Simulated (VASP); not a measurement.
**AlAs: relaxation of cell and atoms with PBEsol**

Crystal: AlAs.

```
Al As
1.0
     0.00000    2.84088    2.84088
     2.84088    0.00000    2.84088
     2.84088    2.84088    0.00000
Al As
1 1
Direct
  0.00000 0.00000 0.00000
  0.25000 0.25000 0.25000
```

* Program: VASP 6.6.1
* Task: relaxation of cell and atoms
* Functional: PBEsol
* Potentials or basis: VASP PAW PBE potentials, release 64 (Al, As)
* Cutoff: 600 eV
* k mesh: 8 × 8 × 8
* Occupations: gaussian, width 0.03 eV
* Spin: no spin polarisation
* Further INCAR settings: ALGO = Normal; EDIFF = 1e-07; IBRION = 2; EDIFFG = -0.005; NSW = 90; ISIF = 3

| Item | Value |
| --- | --- |
| Pressure after relaxing | 0.0 GPa |
| Band gap on the k mesh | 1.34 eV, indirect (least direct gap 1.89 eV) |

Final structure:
```yaml
crystal:
  lattice:
    - [0.00000, 2.84088, 2.84088]
    - [2.84088, 0.00000, 2.84088]
    - [2.84088, 2.84088, 0.00000]
  atoms:
    - { symbol: Al, position: [0.00000, 0.00000, 0.00000] }
    - { symbol: As, position: [0.25000, 0.25000, 0.25000] }
```

Levels at points of the mesh, in eV from the valence-band top:
```csv
k point,band 1,band 2,band 3,band 4,band 5,band 6,band 7,band 8
"(0.00, 0.00, 0.00)",-11.83,0.00,0.00,0.00,1.89,4.24,4.24,4.24
"(0.50, 0.00, 0.00)",-10.42,-5.55,-0.82,-0.82,2.04,4.62,4.62,7.56
"(0.50, 0.50, 0.00)",-9.88,-5.40,-2.16,-2.16,1.34,2.22,10.20,10.20
```

It took 5.1 s on 4 MPI ranks on Intel(R) Xeon(R) Platinum 8259CL CPU @ 2.50GHz (Skylake/Cascade Lake), on a shared host, peak memory 0.17 GiB a rank.

Caveat: the relaxation stopped at its first step, so nothing moved; the PAW data sets were made with another functional, which shifts forces and pressure a little. A k mesh can miss the band edges.
